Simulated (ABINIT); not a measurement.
# A GW chain in ABINIT: BAs (F-43m)

Aim: the G0W0 gap of BAs (F-43m) on PBE, step by step.

Program: ABINIT 10.8.3. Level of theory: PBE and many-body steps on it, plane waves. Results are calculated unless marked as measured.

**Experimental background.**

- Gap 1.82 eV: indirect optical gap from absorption edge; UV-visible absorption; 300 K; bulk crystal (single crystal grown by chemical vapor transport) (“Basic Physical Properties of Cubic Boron Arsenide”, 2019, arxiv:1911.11281).

- Gap 4.12 eV: direct gap from square of absorption coefficient, average of two samples; spectroscopic ellipsometry; 300 K; bulk crystal (CVT-grown opaque bulk crystals) (“Optical properties of cubic boron arsenide”, 2019, arxiv:1911.04914).

- Gap 2.02 eV: indirect gap from square root of absorption coefficient, average of three samples; transmission and reflection spectroscopy; 300 K; bulk crystal (CVT-grown platelets about 10 um thick) (“Optical properties of cubic boron arsenide”, 2019, arxiv:1911.04914).

### 1. Starting point

It takes space group F-43m (No. 216, cubic). Conventional cell: a = 4.777 Å, b = 4.777 Å, c = 4.777 Å, α = 90.00°, β = 90.00°, γ = 90.00°. Nearest to B lie 4 As at 2.07 Å. Nearest to As lie 4 B at 2.07 Å. Farther neighbours are not listed.

The cell and positions come from the Crystallography Open Database and are kept as given unless a step says otherwise.

### 2. Ground state

This step: ABINIT 10.8.3; DFT, PBE, plane waves, norm-conserving pseudopotentials.

The ground-state density comes first.

run.abi

```
acell 3*1.0 Angstrom
rprim 
  -0.000000000000 2.388500000000 2.388500000000
  2.388500000000 -0.000000000000 2.388500000000
  2.388500000000 2.388500000000 -0.000000000000
ntypat 2
znucl 5 33
natom 2
typat 1 2
xred 
  0.000000000000 0.000000000000 0.000000000000
  0.250000000000 0.250000000000 0.250000000000
pp_dirpath "pseudos"
pseudos "B.upf, As.upf"
ecut 44
ngkpt 8 8 8
nshiftk 1
shiftk 0 0 0
kptopt 1
chksymbreak 0
nband 18
occopt 1
tolvrs 1e-10
nstep 60
prtwf 0
optforces 0
optstress 0
indata_prefix "in"
outdata_prefix "out"
tmpdata_prefix "tmp"
```

Command:

```
$ OMP_NUM_THREADS=1 mpirun -n 4 abinit run.abi > log
```

Numbers of over 12 decimals in the logs are rounded to 6 here.

The log of the run:

```text
.Version 10.8.3 of ABINIT. v10.8.2 released Aug 2026.

 Symmetries : space group F-4 3 m (#216); Bravais cF (face-center cubic)
================================================================================
 Values of the parameters that define the memory need of the present run
     intxc =       0    ionmov =       0      iscf =       7    lmnmax =       6
     lnmax =       6     mgfft =      40  mpssoang =       3    mqgrid =    3001
     natom =       2  nloc_mem =       1    nspden =       1   nspinor =       1
    nsppol =       1      nsym =      24    n1xccc =    2501    ntypat =       2
    occopt =       1   xclevel =       2
-    mband =          18        mffmem =           1         mkmem =           8
       mpw =        2601          nfft =       64000          nkpt =          29
================================================================================
  Rough estimation (10% accuracy) of disk space for files :
================================================================================

--------------------------------------------------------------------------------
------------- Echo of variables that govern the present computation ------------
--------------------------------------------------------------------------------
 -outvars: echo values of preprocessed input variables --------
            acell      1.8897261259E+00  1.8897261259E+00  1.8897261259E+00 Bohr

      chksymbreak           0
             ecut      4.40000000E+01 Hartree
-          fftalg         312

              ixc     -101130
              kpt      0.00000000E+00  0.00000000E+00  0.00000000E+00
                       1.25000000E-01  0.00000000E+00  0.00000000E+00
                       2.50000000E-01  0.00000000E+00  0.00000000E+00
                       3.75000000E-01  0.00000000E+00  0.00000000E+00
                       5.00000000E-01  0.00000000E+00  0.00000000E+00
                       1.25000000E-01  1.25000000E-01  0.00000000E+00
                       2.50000000E-01  1.25000000E-01  0.00000000E+00
                       3.75000000E-01  1.25000000E-01  0.00000000E+00
                       5.00000000E-01  1.25000000E-01  0.00000000E+00
   [... 18 further rows ...]
                      -3.75000000E-01  5.00000000E-01  1.25000000E-01
                      -2.50000000E-01  5.00000000E-01  2.50000000E-01
         kptrlatt        8    0    0      0    8    0      0    0    8
          kptrlen      5.10656775E+01
P           mkmem           8
            natom           2
            nband          18
            ngfft          40      40      40
             nkpt          29
            nstep          60
             nsym          24
           ntypat           2
              occ      2.000000  2.000000  2.000000  2.000000  2.000000  2.000000
                       2.000000  2.000000  2.000000  2.000000  2.000000  2.000000
                       2.000000  0.000000  0.000000  0.000000  0.000000  0.000000
        optforces           0
        optstress           0
            prtwf           0
            rprim     -0.0000000000E+00  2.3885000000E+00  2.3885000000E+00
[...]
spgroup         216

           tolvrs      1.00000000E-10

             xred      0.0000000000E+00  0.0000000000E+00  0.0000000000E+00
[...]
znucl        5.00000   33.00000

================================================================================

 chkinp: Checking input parameters for consistency.

================================================================================
== DATASET  1 ==================================================================
-   mpi_nproc: 4, omp_nthreads: 1 (-1 if OMP is not activated)

--- !DatasetInfo
iteration_state: {dtset: 1, }
dimensions: {natom: 2, nkpt: 29, mband: 18, nsppol: 1, nspinor: 1, nspden: 1, mpw: 2601, }
cutoff_energies: {ecut:  44.0, pawecutdg:  -1.0, }
electrons: {nelect:   2.60000000E+01, charge:   0.00000000E+00, occopt:   1.00000000E+00, tsmear:   1.00000000E-02, }

 Real(R)+Recip(G) space primitive vectors, cartesian coordinates (Bohr,Bohr^-1):
 R(1)=  0.0000000  4.5136109  4.5136109  G(1)= -0.1107761  0.1107761  0.1107761
 R(2)=  4.5136109  0.0000000  4.5136109  G(2)=  0.1107761 -0.1107761  0.1107761
 R(3)=  4.5136109  4.5136109  0.0000000  G(3)=  0.1107761  0.1107761 -0.1107761
 Unit cell volume ucvol=  1.8390873E+02 bohr^3
 Angles (23,13,12)=  6.00000000E+01  6.00000000E+01  6.00000000E+01 degrees

 getcut: wavevector=  0.0000  0.0000  0.0000  ngfft=  40  40  40
         ecut(hartree)=     44.000   => boxcut(ratio)=   2.09860

--- Pseudopotential description ------------------------------------------------
- B Generated using ONCVPSP code by D. R. Hamann
-  5.00000   3.00000  171031                  znucl, zion, pspdat
12 -101130 1 -1 1534                          pspcod,pspxc,lmax,lloc,mmax
     nproj     2     2     0
  pspatm : epsatm=    3.38844616
         --- l  ekb(1:nproj) -->
[...]
pspatm: atomic psp has been read  and splines computed

- As Generated using ONCVPSP code by D. R. Hamann
- 33.00000  23.00000  171031                  znucl, zion, pspdat
12 -101130 2 -1 1358                          pspcod,pspxc,lmax,lloc,mmax
     nproj     2     2     2
  pspatm : epsatm=   24.77333152
         --- l  ekb(1:nproj) -->
[...]
2  -10.105298   -4.355719
 pspatm: atomic psp has been read  and splines computed

   7.32206220E+02                                ecore*ucvol(ha*bohr**3)
--------------------------------------------------------------------------------

_setup2: Arith. and geom. avg. npw (full set) are    2564.154    2564.133

================================================================================

--- !BeginCycle
iteration_state: {dtset: 1, }
solver: {iscf: 7, nstep: 60, nline: 4, wfoptalg: 0, }
tolerances: {tolvrs: 1.00E-10, }

     iter   Etot(hartree)      deltaE(h)  residm     vres2
 ETOT  1  -307.28277226239    -3.073E+02 1.451E+00 2.107E+02
 ETOT  2  -308.18137084335    -8.986E-01 4.681E-02 9.286E+01
 ETOT  3  -308.19264815402    -1.128E-02 4.179E-02 1.329E+00
 ETOT  4  -308.19277605002    -1.279E-04 1.708E-03 3.985E-02
 ETOT  5  -308.19279338962    -1.734E-05 7.103E-05 1.145E-02
 ETOT  6  -308.19279455617    -1.167E-06 1.440E-04 2.116E-04
 ETOT  7  -308.19279456963    -1.345E-08 1.289E-05 4.646E-06
 ETOT  8  -308.19279456994    -3.166E-10 2.002E-05 4.544E-08
 ETOT  9  -308.19279456993     1.529E-11 1.139E-05 1.993E-09
 ETOT 10  -308.19279456992     1.398E-11 1.824E-05 2.264E-11

 At SCF step   10       vres2   =  2.26E-11 < tolvrs=  1.00E-10 =>converged.

--- !ResultsGS
iteration_state: {dtset: 1, }
comment   : Summary of ground state results
lattice_vectors:
- [ -0.0000000,   4.5136109,   4.5136109, ]
- [  4.5136109,  -0.0000000,   4.5136109, ]
- [  4.5136109,   4.5136109,  -0.0000000, ]
lattice_lengths: [   6.38321,    6.38321,    6.38321, ]
lattice_angles: [ 60.000,  60.000,  60.000, ] # degrees, (23, 13, 12)
lattice_volume:   1.8390873E+02
convergence: {deltae:  1.398E-11, res2:  2.264E-11, residm:  1.824E-05, diffor:  0.000E+00, }
etotal    :  -3.08192795E+02
entropy   :   0.00000000E+00
fermie    :   2.93949411E-01
cartesian_stress_tensor: null
pressure_GPa: null
xred      :
- [  0.0000E+00,   0.0000E+00,   0.0000E+00,  B]
- [  2.5000E-01,   2.5000E-01,   2.5000E-01, As]
cartesian_forces: null
force_length_stats: {min: null, max: null, mean: null, }

 Integrated electronic density in atomic spheres:
 ------------------------------------------------
 Atom  Sphere_radius  Integrated_density
    1        2.00000          2.57184315
    2        2.00000         20.47813491
================================================================================

 ----iterations are completed or convergence reached----

 Mean square residual over all n,k,spin=   60.034E-09; max=  18.236E-06
 reduced coordinates (array xred) for    2 atoms
       0.000000000000      0.000000000000      0.000000000000
       0.250000000000      0.250000000000      0.250000000000
 rms dE/dt=  0.0000E+00; max dE/dt=  0.0000E+00; dE/dt below (all hartree)
    1       0.000000000000      0.000000000000      0.000000000000
    2       0.000000000000      0.000000000000      0.000000000000

 cartesian coordinates (angstrom) at end:
    1      0.000000     0.000000     0.000000
    2      1.194250     1.194250     1.194250
 length scales=  1.889726125908  1.889726125908  1.889726125908 bohr
              =  1.000000000000  1.000000000000  1.000000000000 angstroms
 prteigrs : about to open file out_EIG
 Fermi (or HOMO) energy (hartree) =   0.29395   Average Vxc (hartree)=  -0.41185
 Eigenvalues (hartree) for nkpt=  29  k points:
 kpt#   1, nband= 18, wtk=  0.00195, kpt=  0.0000  0.0000  0.0000 (reduced coord)
  -6.52474   -4.44262   -4.44262   -4.44262   -1.02470   -1.02470   -1.02470   -1.02395
  -1.02395   -0.27205    0.29395    0.29395    0.29395    0.41483    0.41483    0.41483
   0.46596    0.64661
 prteigrs : prtvol=0 or 1, do not print more k-points.

--- !EnergyTerms
iteration_state     : {dtset: 1, }
comment             : Components of total free energy in Hartree
kinetic             :  1.38353924928963E+02
hartree             :  1.24507800013425E+02
xc                  : -2.89029142097494E+01
Ewald energy        : -1.42752833839720E+02
psp_core            :  3.98135661095920E+00
local_psp           : -3.25924045357233E+02
non_local_psp       : -7.74560827165594E+01
total_energy        : -3.08192794569915E+02
total_energy_eV     : -8.38635317127023E+03
band_energy         : -4.95260199424558E+01

== END DATASET(S) ==============================================================
================================================================================

 -outvars: echo values of variables after computation  --------
           etotal     -3.0819279457E+02
            nband          18
             nkpt          29
          spgroup         216
 [... the other variables as echoed above ...]

 Calculation completed.
```

It took 17 s on 4 MPI ranks of Intel Xeon Platinum 8375C at 2.90GHz (Ice Lake), shared host; peak memory 0.33 GiB.

This step gave:

```
total energy               : -8386.3532 eV
gap                        : 1.208 eV
k of the valence top       : 0, 0, 0
k of the conduction bottom : 0.375, 0.375, 0
least direct gap           : 3.289 eV
```

The gap is indirect, with the least direct gap 2.08 eV higher.

(Continued in part 2 of 3.)

[Paths, hosts, dates, memory and timing lines, banners, echoed tables and standing remarks are left out of the program output.]

[Logs are printed without paths, hosts, clocks, repeated set-up lines and the standing remarks that a program may print on its own settings, such as how far it seeks lower states.]

[Runs of the session that timed out or met a known fault of the program may be left out.]

[Hosts, paths, dates, database ids (printed as entryN), source tags and the programs' standing remarks are cut or masked in the printed files.]

[G0W0 gaps are taken among the corrected bands and points alone; a level outside them can change the order at an edge.]

[Where Ansatz stands beside ABINIT at settings called matched, ABINIT's density can come from a denser mesh and the files from another edition; pairs whose starting gaps differed by over 0.03 eV were left out, so agreement reads better than it is.]
